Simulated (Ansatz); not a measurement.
# Hg (sc type): how the settings move a single-point run

Question: which choices in the input matter for Hg (sc type)?

Method: reference: DFT, PBE, norm-conserving pseudopotentials, Ansatz's default files, scalar-relativistic, in Ansatz 0.2.0.

1 further run of the same task is left out (for a known fault of the program).

**1. The system as given**

Symmetry: Pm-3m, No. 221, cubic system. Conventional cell: a = 3.101 Å, b = 3.101 Å, c = 3.101 Å, α = 90.00°, β = 90.00°, γ = 90.00°. Around Hg (site symmetry m-3m) lie 6 Hg at 3.10 Å.

Coordinates:

```
CELL_PARAMETERS angstrom
3.10061 0.00000 0.00000
0.00000 3.10061 0.00000
0.00000 0.00000 3.10061
ATOMIC_POSITIONS crystal
Hg 0.00000 0.00000 0.00000
```

**2. The reference run**

File input.yaml:

```yaml
crystal:
  lattice:
    - [3.1006104439, 0.0, 0.0]
    - [0.0, 3.1006104439, 0.0]
    - [0.0, 0.0, 3.1006104439]
  atoms:
    - { symbol: Hg, position: [0.0, 0.0, 0.0] }
kpoints:
  mp_grid: { grid: [12, 12, 12] }
scf:
  occupations: { method: fermi_dirac, width: 0.08 }
hamiltonian:
  xc: pbe
  pseudopotentials: { kind: nc }
output:
  forces: true
  stress: true
  eigenvalues: true
```

Launch:

```console
$ ansatz run input.yaml --threads 1 --pin off --max-ram 2048MiB --backend cpu --events-out ev --progress --plain --runs-dir out
```

**3. Changed: occupations.method gaussian, occupations.width 0.01, eigensolver.kind davidson**

Changes to input.yaml since step 2:

```diff
@@ -10,3 +10,4 @@
 scf:
-  occupations: { method: fermi_dirac, width: 0.08 }
+  occupations: { method: gaussian, width: 0.01 }
+  eigensolver: { kind: davidson }
 hamiltonian:
```

Q: Predict the outcome of this session. Wanted: for each run, ending; energy change; pressure; gap; force.

The runs gave:

| run | ending | energy change | pressure (GPa) | gap (eV) | force (eV/Å) | cycles | time |
| --- | --- | --- | --- | --- | --- | --- | --- |
| reference | converged | 0 | 0.0 | 0.00 | 0.00 | 6 | 4.7 s |
| 1: occupations.method gaussian, occupations.width 0.01, eigensolver.kind davidson | converged | +0.9 meV/atom (σ→0) | -0.1 | 0.00 | 0.00 | 5 | 6.6 s |

Residual by cycle in the longest SCF loop of each run; runs are numbered as in the table. The quantity is the density residual dr2, in eV.

| cycle | reference | run 1 |
| --- | --- | --- |
| 1 | 0.102 | 0.101 |
| 2 | 0.0267 | 0.00442 |
| 3 | 0.00156 | 3.9e-4 |
| 4 | 2.1e-5 | 3.8e-6 |
| 5 | 2.2e-7 | 6.7e-8 |
| 6 | 1.8e-9 | - |

Changing the smearing and solver moves the energy by +0.9 meV/atom (σ→0 values). Cost: 5 SCF cycles against 6, 6.6 s against 4.7 s.
